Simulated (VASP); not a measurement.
Here is a VASP 6.6.1 calculation.

Contents of INCAR:

```
PREC     = Accurate       # precision mode
ENCUT    = 600            # plane-wave cutoff, eV
EDIFF    = 1E-6           # SCF threshold, eV
ISMEAR   = 0              # smearing method
SIGMA    = 0.03           # smearing width, eV
LREAL    = False          # projectors in reciprocal space
LASPH    = True           # aspherical terms in the spheres
NELM     = 80             # most SCF steps
ALGO     = Normal         # electronic algorithm
ISIF     = 3              # what is computed and relaxed
LWAVE    = False          # write WAVECAR
LCHARG   = False          # write CHGCAR
GGA      = PE             # functional
IBRION   = 2              # ionic algorithm
NSW      = 90             # ionic steps
EDIFFG   = -0.01          # ionic threshold
```

File KPOINTS:

```
Automatic mesh
0
Gamma
  12 12 12
```

File POSCAR:

```
AlN
1.0
    0.0000000000      2.0345180000      2.0345180000
    2.0345180000      0.0000000000      2.0345180000
    2.0345180000      2.0345180000      0.0000000000
Al N
1 1
Direct
    0.5000000000      0.5000000000      0.5000000000
    0.0000000000      0.0000000000      0.0000000000
```

Potentials or basis: VASP PAW PBE potentials, release 64 (Al, N).

Command:

```bash
$ cat potpaw_PBE.64/Al/POTCAR potpaw_PBE.64/N/POTCAR > POTCAR
$ mpirun -np 1 vasp_std > vasp.out
```

(1) Predict the band gap on the k mesh.

## Answers

(1) 4.42 eV, indirect (least direct gap 5.41 eV).

Caveat: the relaxation stopped at its first step, so nothing moved.
